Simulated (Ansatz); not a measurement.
## A small benchmark: atomisation enthalpy at 298 K

8 molecules with nitrogen; the atomisation enthalpy at 298 K in kJ/mol, computed less measured. Shapes, held fixed at every level: PBE0-D4/def2-TZVP. Flexible molecules stand in one conformer, not always the lowest. Thermal terms are harmonic and unscaled (PBE0-D4/def2-TZVP); the spin-orbit lowering of the free atoms is taken from their spectra. Programs: Ansatz 0.2.0. Measured values: Active Thermochemical Tables, CRC Handbook of Chemistry and Physics, NIST-JANAF tables.

Levels: A = HF/def2-SVP; B = B2PLYP/def2-TZVPP; C = CCSD(T)/def2-TZVPP.

```
                   molecule  from tabulated heats      A    B     C
     HCN (hydrogen cyanide)                  1278   -472   -4   -50
          NOF (SMILES O=NF)                   867   -655  +16   -38
   C2H4N2S2 (dithiooxamide)                  3722  -1393  -47  -168
      C3H7N (SMILES NC1CC1)                  4072  -1139  -39  -113
     C3H9N (isopropylamine)                  4669  -1247  -46  -116
 C4H7NO (2-methyloxazoline)                  5246  -1528  -57  -159
 C5H7N (SMILES Cc1ccc[nH]1)                  5509  -1495  -43  -163
C4H9NO (SMILES CC(=O)N(C)C)                  5779  -1617  -52  -161
```

Problem. Sum up the errors.

Solution. 
| level | kind | mean error | mean absolute error | worst case |
| --- | --- | --- | --- | --- |
| HF/def2-SVP | Hartree–Fock | -1193.2 | 1193.2 | C4H9NO |
| B2PLYP/def2-TZVPP | double hybrid | -34.0 | 38.0 | C4H7NO |
| CCSD(T)/def2-TZVPP | coupled cluster or CI | -121.0 | 121.0 | C2H4N2S2 |

On this set B2PLYP/def2-TZVPP has the smallest mean absolute error and HF/def2-SVP the largest. HF/def2-SVP is too low in 8 of 8; B2PLYP/def2-TZVPP is too low in 7 of 8; CCSD(T)/def2-TZVPP is too low in 8 of 8. The tabulated value of NOF is in doubt (older tables, estimates, or at odds with other calculations) and kept here. Over the 7 molecules whose values aren't doubted the mean absolute errors are A 1270.1; B 41.1; C 132.9. For HF/def2-SVP the error grows with the size of the molecule. Hartree–Fock lacks correlation and underbinds. Correlated wave functions converge slowly with the basis. The set is small.
